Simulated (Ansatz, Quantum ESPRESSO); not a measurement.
# CaO (rock salt): bulk modulus from a few volumes

How stiff is rock salt CaO under hydrostatic load? Each row relaxes cell and atoms at a set pressure. The phase is followed to these pressures whether or not it stays the stable one.

Calculated with Quantum ESPRESSO 7.5, PBEsol, GBRV 1.5 ultrasoft potentials, cutoff 680 eV, Fermi–Dirac smearing 0.02 eV, k-mesh 10×10×10, no spin polarisation, no spin-orbit coupling.

Reference cell, relaxed at zero pressure with PBEsol (Fm-3m): a = 3.3704 Å, b = 3.3704 Å, c = 3.3704 Å, α = 60.00°, β = 60.00°, γ = 60.00°.

```csv
atom,x,y,z
Ca,0.0000,0.0000,0.0000
O,0.5000,0.5000,0.5000
```

| V (Å³/atom) | V/V0 | P (GPa) | E − E0 (meV/atom) |
| --- | --- | --- | --- |
| 14.0530 | 1.0381 | −4.003 | 6.2 |
| 12.5816 | 0.9294 | 9.975 | 28.8 |
| 12.2132 | 0.9022 | 14.976 | 57.8 |
| 11.8940 | 0.8786 | 19.960 | 92.9 |
| 11.3599 | 0.8392 | 29.927 | 176.0 |

V0 = 13.5368 Å³ an atom, where the residual pressure P0 is −0.001 GPa. **Question.** Fit the Birch–Murnaghan law and give the pressure and the energy at V = 13.0129 Å³ an atom, a row left out above.

With the Eulerian strain f = ½[(V0/V)^(2/3) − 1] and F = (P − P0)/[3f(1 + 2f)^(5/2)], the third-order law is the line F = B0 + (3/2) B0 (B′ − 4) f.

```
       f  F (GPa)
 0.06199   120.15
 0.04504   119.07
 0.03550   118.46
 0.02500   117.76
−0.01232   115.24
```

A straight line through the 5 rows: the means are 0.03104 for f and 118.14 for F, Σ(Δx)² = 0.00309 and ΣΔxΔy = 0.2047, so the slope is 0.2047/0.00309 = 66.237 and the intercept 118.14 − (66.237)(0.03104) = 116.08.

Hence B0 = 116.1 GPa and B′ = 4 + (66.2)/(1.5 × 116.1) = 4.38. For the withheld volume f = 0.01333, F = 116.96 GPa and P = 4.99 GPa. The run itself gives 5.00 GPa, so the estimate misses by 0.01 GPa, a rounding's worth.

Integrating the same law gives E − E0 = (9/2) B0 V0 f²[1 + (B′ − 4) f] + P0(V0 − V), with 1 GPa Å³ = 6.2415 meV: 7.9 meV an atom. The run itself gives 8.4 meV, so the estimate misses by 0.5 meV; the fitted rows themselves lie up to 2.4 meV off the law.

The same fit over all rows at other levels or in other programs gives B0 = 115 GPa with PBEsol (Ansatz).

Measured volume: 13.917 Å³ an atom (doi:10.1039/b820173k, 298 K), so V0 is −2.7 % off. A stiffness follows the volume as d ln B/d ln V = −B′, which moves B0 by about −11 % when it is taken at the measured volume.

The calculation is for a static lattice, while measurements hold thermal and zero-point motion.

[Logs are printed without paths, hosts, clocks, repeated set-up lines and the standing remarks that a program may print on its own settings, such as how far it seeks lower states.]
